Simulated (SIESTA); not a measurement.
Crystal: Si2Ni.

```xyz
3
Lattice="0.0000 2.7030 2.7030 2.7030 0.0000 2.7030 2.7030 2.7030 0.0000" Properties=species:S:1:pos:R:3 pbc="T T T"
Ni    0.0000    0.0000    0.0000
Si    4.0545    4.0545    4.0545
Si    1.3515    1.3515    1.3515
```

Base run:

| Property | Result |
| --- | --- |
| Program | SIESTA 5.4.2 |
| Functional | PBEsol |
| Potentials or basis | PseudoDojo 0.4 standard (PBEsol files) |
| Basis | DZP (energy shift 0.003 Ry; two zetas on semicore shells) |
| Grid cutoff | 800 Ry |
| Energy shift | 0.003 Ry |
| k mesh | 9 × 9 × 9 |
| Occupations | fermi-dirac, width 0.05 eV |
| Spin | collinear spin, ferromagnetic start |
| Starting moments | [1.0, 0.0, 0.0] μB |

Its results: band gap on the k mesh none (metal or under the smearing width); pressure -0.9 GPa; net moment 0.00 μB per cell.

Task: The run is repeated on the same cell with these changes: functional from PBEsol to LDA; potentials or basis from PseudoDojo 0.4 standard (PBEsol files) to PseudoDojo 0.4 standard (LDA files). What comes out?

Result: Band gap on the k mesh none (metal or under the smearing width); pressure -4.5 GPa; net moment 0.00 μB per cell.

Caveats: short orbitals over semicore shells can move pressures by several GPa; the basis of atomic orbitals isn't converged, which shifts pressures, moduli and gaps.
